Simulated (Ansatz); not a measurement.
# Si2W: the cost of one run

Method: DFT PBEsol, scalar-relativistic, plane waves, PAW, in Ansatz 0.2.0.

3 further runs of the same task are left out: 3 set aside as unsound or not needed. Runs told in other sessions of the task aren't counted.

## (1) The structure to begin with

It takes space group I4/mmm (No. 139, tetragonal). Conventional cell: a = 3.202 Å, b = 3.202 Å, c = 7.816 Å, α = 90.00°, β = 90.00°, γ = 90.00°. Si (site symmetry 4mm) is surrounded by 5 Si at 2.59 to 2.62 Å and 5 W at 2.61 Å. W (site symmetry 4/mmm) has 10 Si at 2.61 Å in its first shell of neighbours.

Coordinates:

```cif
data_structure
_symmetry_space_group_name_H-M 'P 1'
_symmetry_Int_Tables_number 1
_cell_length_a 4.5290
_cell_length_b 4.5290
_cell_length_c 7.8157
_cell_angle_alpha 90.000
_cell_angle_beta 90.000
_cell_angle_gamma 90.000
_cell_volume 160.32
loop_
_atom_site_label
_atom_site_type_symbol
_atom_site_fract_x
_atom_site_fract_y
_atom_site_fract_z
_atom_site_occupancy
Si1 Si 0.00000 0.50000 0.16550 1
Si2 Si 0.50000 0.50000 0.66550 1
Si3 Si 0.50000 0.00000 0.16550 1
Si4 Si 0.00000 0.00000 0.66550 1
Si5 Si 0.00000 0.50000 0.83450 1
Si6 Si 0.50000 0.50000 0.33450 1
Si7 Si 0.50000 0.00000 0.83450 1
Si8 Si 0.00000 0.00000 0.33450 1
W1 W 0.00000 0.00000 0.00000 1
W2 W 0.50000 0.00000 0.50000 1
W3 W 0.50000 0.50000 0.00000 1
W4 W 0.00000 0.50000 0.50000 1
```

It is built from the cell relaxed beforehand with the same method (13.36 Å³/atom).

## (2) The reference: the undisturbed cell on the scan's mesh

input.yaml

```yaml
crystal:
  lattice:
    - [3.2024995641, -3.2024995641, 0.0]
    - [-3.2024995641, -3.2024995641, 0.0]
    - [0.0, 0.0, -7.8157325223]
  atoms:
    - { symbol: Si, position: [0.0, 0.5, 0.1655010552] }
    - { symbol: Si, position: [0.5, 0.5, 0.6655010552] }
    - { symbol: Si, position: [0.5, 1.0, 0.1655010552] }
    - { symbol: Si, position: [0.0, 1.0, 0.6655010552] }
    - { symbol: Si, position: [0.0, 0.5, 0.8344989448] }
    - { symbol: Si, position: [0.5, 0.5, 0.3344989448] }
    - { symbol: Si, position: [0.5, 1.0, 0.8344989448] }
    - { symbol: Si, position: [0.0, 1.0, 0.3344989448] }
    - { symbol: W, position: [0.0, 0.0, 0.0] }
    - { symbol: W, position: [0.5, 0.0, 0.5] }
    - { symbol: W, position: [0.5, 0.5, 0.0] }
    - { symbol: W, position: [0.0, 0.5, 0.5] }
basis:
  ecutwfc: 420
kpoints:
  mp_grid: { grid: [10, 10, 6] }
hamiltonian:
  xc: pbesol
scf:
  occupations: { method: gaussian, width: 0.15 }
output:
  forces: true
  stress: true
  eigenvalues: true
  write_density: true
  write_potential: true
  elf: true
  volumetric_format: npy
```

Started as:

```bash
> ansatz run input.yaml --threads 1 --pin off --max-ram 2560MiB --backend cpu --events-out ev --progress --plain --runs-dir out
```

**Question.** How long does this run take on 1 thread of Arm Neoverse V1, shared host, and how much memory does it need?

About 75 s, with a peak of 0.73 GiB.
